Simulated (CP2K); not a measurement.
Runs of CP2K 2026.2 on MoS2. The structure is hexagonal, space group P6_3/mmc (No. 194). Conventional cell: a = 3.169 Å, b = 3.169 Å, c = 12.324 Å, α = 90.00°, β = 90.00°, γ = 120.00°. Around Mo (site symmetry -6m2) lie 6 S at 2.41 Å. S (site symmetry 3m) has 3 Mo at 2.41 Å as nearest neighbours. 

| level | EPS_DEFAULT | NGRIDS | MPI ranks | cutoff of the non-local correlation (Ry) | gap on the mesh (eV) | pressure (GPa) | largest force (eV/Å) |
| --- | --- | --- | --- | --- | --- | --- | --- |
| HLE17 | 1.0E-10 | 5 | - | - | 1.13 | -8.1 | (a) |
| revPBE | 1.0E-9 | 4 | 4 | - | - | 5.4 | 0.18 |
| r2SCAN | 1.0E-9 | 4 | 4 | - | - | 2.3 | - |
| LDA | 1.0E-10 | 5 | - | - | (c) | -2.1 | (d) |
| PBEsol | 1.0E-9 | 4 | 4 | - | - | -0.3 | 0.03 |
| optB88-vdW | 1.0E-10 | 5 | - | 300 | 0.95 | 4.9 | (b) |
| RPBE | 1.0E-9 | 4 | 4 | - | - | 6.0 | 0.18 |
| PW91 | 1.0E-10 | 5 | - | - | 0.96 | 4.2 | 0.20 |

Alike in all rows: task band structure; potentials or basis POTENTIAL_UZH Mo GTH-PBE-q14, S GTH-PBE-q6; DZVP-MOLOPT-PBE-GTH basis; no spin polarisation; cell as given; k mesh 10 × 10 × 3; smearing fermi-dirac 0.05 eV.

**Question.** Fill in the values left out.

**Answer.** (a) 1.33; (b) 0.45; (c) 0.89; (d) 0.02.

Caveats: the potentials were made for another functional, which shifts forces and pressure; the basis of atomic orbitals isn't converged, which shifts pressures, moduli and gaps; this functional lacks dispersion, which binds the layers, so the pressure and a relaxed spacing across them are unreliable (some runs); the potentials were made for a functional far from this one (some runs); the mesh misses the band edges, which the band path finds closer together (some runs).

A k mesh can miss the band edges, and the runs leave out spin-orbit coupling on Mo.

Runs at the PBE level aren't shown here.
